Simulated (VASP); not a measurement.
# Al (Fm-3m) in VASP: a series of runs

One crystal, Al, is run at these levels: PBE; tasks: single point.

Program: VASP 6.6.1. These are calculated values, not measurements. Logs are shortened: lines on timing, memory, paths and dates and some standing lists are left out, and cuts for length are marked.

## Step 1: Starting point

Symmetry: Fm-3m, No. 225, cubic system. The conventional cell has a = 4.050 Å, b = 4.050 Å, c = 4.050 Å, α = 90.00°, β = 90.00°, γ = 90.00°. Al (site symmetry m-3m) is surrounded by 12 Al at 2.86 Å.

## Step 2: Single point, PBE

File INCAR:

```
SYSTEM = Al
PREC = Accurate
ENCUT = 400
EDIFF = 1E-7
ISMEAR = -1
SIGMA = 0.4
LREAL = .False.
LASPH = .True.
NELM = 100
ALGO = Normal
ISIF = 2
LWAVE = .False.
LCHARG = .False.
GGA = PE
NBANDS = 8
ADDGRID = .False.
```

File KPOINTS:

```
regular mesh
0
Gamma
  15 15 15
  0 0 0
```

File POSCAR:

```
Al
1.0
   -0.0142710000      2.0302060000      1.9470980000
    2.0319350000     -0.0386130000      1.9714400000
    2.0296090000      2.0522230000     -0.0362870000
Al
1
Direct
    0.0259050000     -0.0062880000     -0.0081470000
```

Potentials or basis: VASP PAW PBE potentials, release 64 (Al).

Launch:

```sh
$ cat potpaw_PBE.64/Al/POTCAR > POTCAR
$ mpirun -np 1 vasp_std > vasp.out
```

OUTCAR:

```text
SYSTEM = Al
   PREC = Accurate
   ENCUT = 400
   EDIFF = 1E-7
   ISMEAR = -1
   LREAL = .False.
   LASPH = .True.
   NELM = 100
   ISIF = 2
   GGA = PE

 Found   1688 irreducible k-points:

 Following reciprocal coordinates:
            Coordinates               Weight
  0.000000  0.000000  0.000000      1.000000
  0.066667  0.000000  0.000000      2.000000
  0.133333 -0.000000 -0.000000      2.000000
  0.200000  0.000000 -0.000000      2.000000
  0.266667 -0.000000 -0.000000      2.000000
  0.333333  0.000000 -0.000000      2.000000
   k-points           NKPTS =   1688   k-points in BZ     NKDIM =   1688   number of bands    NBANDS=      8
   number of dos      NEDOS =    301   number of ions     NIONS =      1
   total plane-waves  NPLWV =   6480
   dimension x,y,z NGX =    18 NGY =   18 NGZ =   20
   dimension x,y,z NGXF=    36 NGYF=   36 NGZF=   40
   ions per type =               1
   NGX,Y,Z   is equivalent  to a cutoff of  10.64, 10.57, 11.52 a.u.
   NGXF,Y,Z  is equivalent  to a cutoff of  21.28, 21.14, 23.04 a.u.
 SYSTEM =  Al
   PREC   = accura    normal or accurate (medium, high low for compatibility)
   ISTART =      0    job   : 0-new  1-cont  2-samecut
   ICHARG =      2    charge: 1-file 2-atom 10-const
   ISPIN  =      1    spin polarized calculation?
   LNONCOLLINEAR =      F non collinear calculations
   LSORBIT =      F    spin-orbit coupling
   LASPH  =      T    aspherical Exc in radial PAW
   ENCUT  =  400.0 eV  29.40 Ry    5.42 a.u.   4.59  4.62  4.71*2*pi/ulx,y,z
   NELM   =    100;   NELMIN=  2; NELMDL= -5     # of ELM steps
   EDIFF  = 0.1E-06   stopping-criterion for ELM
   LREAL  =      F    real-space projection
   EDIFFG = 0.1E-05   stopping-criterion for IOM
   NSW    =      0    number of steps for IOM
   IBRION =     -1    ionic relax: 0-MD 1-quasi-New 2-CG
   NFREE  =      0    steps in history (QN), initial steepest desc. (CG)
   ISIF   =      2    stress and relaxation
   ISYM   =      2    0-nonsym 1-usesym 2-fastsym
   POTIM  = 0.5000    time-step for ionic-motion
   TEBEG  =    0.0;   TEEND  =   0.0 temperature during run
   PSTRESS=    0.0 pullay stress
   NELECT =       3.0000    total number of electrons
   NUPDOWN=      -1.0000    fix difference up-down
   EMIN   =  10.00;   EMAX   =-10.00  energy-range for DOS
   EFERMI =   0.00;   METHOD = LEGACY
   ISMEAR =    -1;   SIGMA  =   0.40  broadening in eV -4-tet -1-fermi 0-gaus
   EFERMI_NEDOS =   21; number of points for ismear=-14 and -15
   IALGO  =     38    algorithm
   IMIX   =      4    mixing-type and parameters
     AMIX     =   0.40;   BMIX     =  1.00
     AMIX_MAG =   1.60;   BMIX_MAG =  1.00
  volume/ion in A,a.u.               =      16.60       112.04
  Fermi-wavevector in a.u.,A,eV,Ry     =   0.925526  1.748991 11.654732  0.856599
  Thomas-Fermi vector in A             =   2.051390
   LORBIT       =      0    0 simple, 1 ext, 2 COOP (PROOUT), +10 PAW based schemes
   GGA     = PE    functional components
   LHFCALC =     F    Hartree Fock is set to
   AEXX    =    0.0000 exact exchange contribution
   IVDW    =     0    specifies the selected vdW correction
   LEPSILON=     F    determine dielectric tensor
   LRPA    =     F    only Hartree local field effects (RPA)
 non-spin polarized calculation
  energy-cutoff  :      400.00
  volume of cell :       16.60
 maximum number of plane-waves:       312
   NGX =  9   NGY =  9   NGZ =  9

 number of electron       3.0000000 magnetization

 Free energy of the ion-electron system (eV)
  ---------------------------------------------------
  ext. energy  EPLUGINS =         0.00000000
  ---------------------------------------------------
  free energy    TOTEN  =        -3.84770458 eV

  energy without entropy =       -3.63475090  energy(sigma->0) =       -3.74122774

 E-fermi :   7.9237     XC(G=0): -10.1735

 val. band max:        7.9213796328   @ k =   0.4000   0.0000   0.4667
 cond. band min:       7.9290387997   @ k =   0.3333  -0.4667   0.0667
 fundamental gap:      0.0076591668
 Fermi energy:         7.9237475447

 k-point     1 :       0.0000    0.0000    0.0000
  band No.  band energies     occupation
      1      -3.1562      2.00000
      2      20.0474      0.00000
      3      20.4279      0.00000
      4      21.1369      0.00000
      5      21.4472      0.00000
      6      21.8575      0.00000
      7      22.4963      0.00000
      8      24.5326      0.00000

 k-point     2 :       0.0667    0.0000    0.0000
  band No.  band energies     occupation
      1      -3.0345      2.00000
      2      18.7379      0.00000
      3      19.6689      0.00000
      4      20.3636      0.00000
      5      22.0570      0.00000
      6      22.4203      0.00000
      7      23.1397      0.00000
      8      25.7882      0.00000

 k-point     3 :       0.1333   -0.0000   -0.0000
  band No.  band energies     occupation
      1      -2.6700      2.00000
      2      16.0777      0.00000
      3      19.0494      0.00000
      4      19.7234      0.00000
      5      22.5063      0.00000
      6      23.1325      0.00000
      7      23.9402      0.00000
      8      24.8628      0.00000

 k-point     4 :       0.2000    0.0000   -0.0000
  band No.  band energies     occupation
      1      -2.0645      2.00000
      2      13.4257      0.00000
      3      18.5689      0.00000
      4      19.2545      0.00000
      5      22.3047      0.00000
      6      22.8842      0.00000
      7      23.8661      0.00000
      8      25.1410      0.00000

 k-point     5 :       0.2667   -0.0000   -0.0000
  band No.  band energies     occupation
      1      -1.2211      2.00000
      2      10.9067      0.00115
      3      18.2664      0.00000
      4      18.9827      0.00000
      5      21.6731      0.00000
      6      22.1731      0.00000
      7      22.7520      0.00000
      8      26.4133      0.00000

 k-point     6 :       0.3333    0.0000   -0.0000
  band No.  band energies     occupation
      1      -0.1440      2.00000
      2       8.5592      0.33917
      3      18.1544      0.00000
      4      18.9133      0.00000
      5      20.6084      0.00000
      6      21.6378      0.00000
      7      22.1721      0.00000
      8      25.2714      0.00000

 [... further k-points ...]

------------------------ aborting loop because EDIFF is reached ----------------------------------------

  FORCE on cell =-STRESS in cart. coord.  units (eV):
  Direction    XX          YY          ZZ          XY          YZ          ZX
  --------------------------------------------------------------------------------------
  -------------------------------------------------------------------------------------
  Total       -0.0041721     -0.0499238      0.1607483      0.0208617      0.1078916      0.0231461
  in kB       -0.4026117     -4.8176858     15.5123375      2.0131716     10.4116234      2.2336148
  external PRESSURE =       3.4306800 kB  Pullay stress =       0.0000000 kB

 VOLUME and BASIS-vectors are now :
 -----------------------------------------------------------------------------
  energy-cutoff  :      400.00
  volume of cell :       16.60
      direct lattice vectors                 reciprocal lattice vectors
    -0.014271000  2.030206000  1.947098000    -0.243600396  0.245440565  0.255882689
     2.031935000 -0.038613000  1.971440000     0.245113160 -0.237992671  0.249947439
     2.029609000  2.052223000 -0.036287000     0.245598817  0.239991210 -0.248434673

 POSITION                                       TOTAL-FORCE (eV/Angst)
 -----------------------------------------------------------------------------------
      4.03186      2.04973      1.97349         0.000000      0.000000      0.000000
 -----------------------------------------------------------------------------------
    total drift:                               -0.000000     -0.000004     -0.000001

  FREE ENERGIE OF THE ION-ELECTRON SYSTEM (eV)
  ---------------------------------------------------
  free  energy   TOTEN  =        -3.8477045761 eV

  energy  without entropy=       -3.6347509044  energy(sigma->0) =       -3.74122774
```

It took 51 s on 1 thread of Intel Xeon 6975P-C (Granite Rapids), shared host; peak memory 0.22 GiB.

The run converged, but some of its settings lie outside the range that counts as converged, so its numbers aren't taken as properties of the crystal.

What came out:

```
Free energy            : -3.8477 eV
Pressure               : 0.3 GPa
Band gap on the k mesh : none (metal or under the smearing width)
```

## Step 3: Single point, PBE

Changes to INCAR since step 2:

```diff
@@ -5,3 +5,3 @@
 ISMEAR = -1
-SIGMA = 0.4
+SIGMA = 0.2
 LREAL = .False.
```

KPOINTS is that of step 2.

File POSCAR:

```
Al
1.0
    0.0000000000      2.0248050000      2.0248050000
    2.0248050000      0.0000000000      2.0248050000
    2.0248050000      2.0248050000      0.0000000000
Al
1
Direct
    0.0000000000      0.0000000000      0.0000000000
```

Potentials or basis: VASP PAW PBE potentials, release 64 (Al).

Launch:

```sh
$ cat potpaw_PBE.64/Al/POTCAR > POTCAR
$ mpirun -np 1 vasp_std > vasp.out
```

It took 5.7 s on 1 thread of Intel Xeon 6975P-C (Granite Rapids), shared host; peak memory 0.12 GiB.

These settings aren't checked as converged: the numbers below hold their error.

Results:

- Free energy: -3.7718 eV
- Pressure: -0.4 GPa
- Band gap on the k mesh: none (metal or under the smearing width)

## Step 4: Single point, PBE

INCAR is that of step 3.

KPOINTS is that of step 3.

File POSCAR:

```
Al
1.0
   -0.0142710000      2.0302060000      1.9470980000
    2.0319350000     -0.0386130000      1.9714400000
    2.0296090000      2.0522230000     -0.0362870000
Al
1
Direct
    0.0259050000     -0.0062880000     -0.0081470000
```

Potentials or basis: VASP PAW PBE potentials, release 64 (Al).

Launch:

```sh
$ cat potpaw_PBE.64/Al/POTCAR > POTCAR
$ mpirun -np 1 vasp_std > vasp.out
```

OUTCAR:

```text
SYSTEM = Al
   PREC = Accurate
   ENCUT = 400
   EDIFF = 1E-7
   ISMEAR = -1
   LREAL = .False.
   LASPH = .True.
   NELM = 100
   ISIF = 2
   GGA = PE

 Found   1688 irreducible k-points:

 Following reciprocal coordinates:
            Coordinates               Weight
  0.000000  0.000000  0.000000      1.000000
  0.066667  0.000000  0.000000      2.000000
  0.133333 -0.000000 -0.000000      2.000000
  0.200000  0.000000 -0.000000      2.000000
  0.266667 -0.000000 -0.000000      2.000000
  0.333333  0.000000 -0.000000      2.000000
[... 141 lines left out ...]
------------------------ aborting loop because EDIFF is reached ----------------------------------------

  FORCE on cell =-STRESS in cart. coord.  units (eV):
  Direction    XX          YY          ZZ          XY          YZ          ZX
  --------------------------------------------------------------------------------------
  -------------------------------------------------------------------------------------
  Total       -0.0757115     -0.0967073      0.1045458      0.0130797      0.1078336      0.0271887
  in kB       -7.3062237     -9.3323289     10.0887523      1.2622007     10.4060244      2.6237356
  external PRESSURE =      -2.1832668 kB  Pullay stress =       0.0000000 kB

 VOLUME and BASIS-vectors are now :
 -----------------------------------------------------------------------------
  energy-cutoff  :      400.00
  volume of cell :       16.60
      direct lattice vectors                 reciprocal lattice vectors
    -0.014271000  2.030206000  1.947098000    -0.243600396  0.245440565  0.255882689
     2.031935000 -0.038613000  1.971440000     0.245113160 -0.237992671  0.249947439
     2.029609000  2.052223000 -0.036287000     0.245598817  0.239991210 -0.248434673

 POSITION                                       TOTAL-FORCE (eV/Angst)
 -----------------------------------------------------------------------------------
      4.03186      2.04973      1.97349         0.000000      0.000000      0.000000
 -----------------------------------------------------------------------------------
    total drift:                               -0.000001     -0.000004     -0.000001

  FREE ENERGIE OF THE ION-ELECTRON SYSTEM (eV)
  ---------------------------------------------------
  free  energy   TOTEN  =        -3.7675526068 eV

  energy  without entropy=       -3.7136267232  energy(sigma->0) =       -3.74058966
```

stdout:

```text
POSCAR found type information on POSCAR Al
 POSCAR found :  1 types and       1 ions
 scaLAPACK will be used
 LDA part: xc-table for (Slater+PW92), standard interpolation
 POSCAR, INCAR and KPOINTS ok, starting setup
 FFT: planning ... GRIDC
 FFT: planning ... GRID_SOFT
 FFT: planning ... GRID
 WAVECAR not read
 entering main loop
```

It took 51 s on 1 thread of Intel Xeon 6975P-C (Granite Rapids), shared host; peak memory 0.22 GiB.

These settings aren't checked as converged: the numbers below hold their error.

What came out:

```yaml
Free_energy: -3.7676 eV
Pressure: -0.2 GPa
Band_gap_on_the_k_mesh: none (metal or under the smearing width)
```

## Step 5: Single point, PBE

Changes to INCAR since step 4:

```diff
@@ -5,3 +5,3 @@
 ISMEAR = -1
-SIGMA = 0.2
+SIGMA = 0.1
 LREAL = .False.
```

KPOINTS is that of step 4.

File POSCAR:

```
Al
1.0
    0.0000000000      2.0248050000      2.0248050000
    2.0248050000      0.0000000000      2.0248050000
    2.0248050000      2.0248050000      0.0000000000
Al
1
Direct
    0.0000000000      0.0000000000      0.0000000000
```

Launch:

```sh
$ cat potpaw_PBE.64/Al/POTCAR > POTCAR
$ mpirun -np 1 vasp_std > vasp.out
```

It took 6.4 s on 1 thread of Intel Xeon 6975P-C (Granite Rapids), shared host; peak memory 0.12 GiB.

The run converged, but some of its settings lie outside the range that counts as converged, so its numbers aren't taken as properties of the crystal.

Results:

- Free energy: -3.7519 eV
- Pressure: -0.6 GPa
- Band gap on the k mesh: none (metal or under the smearing width)
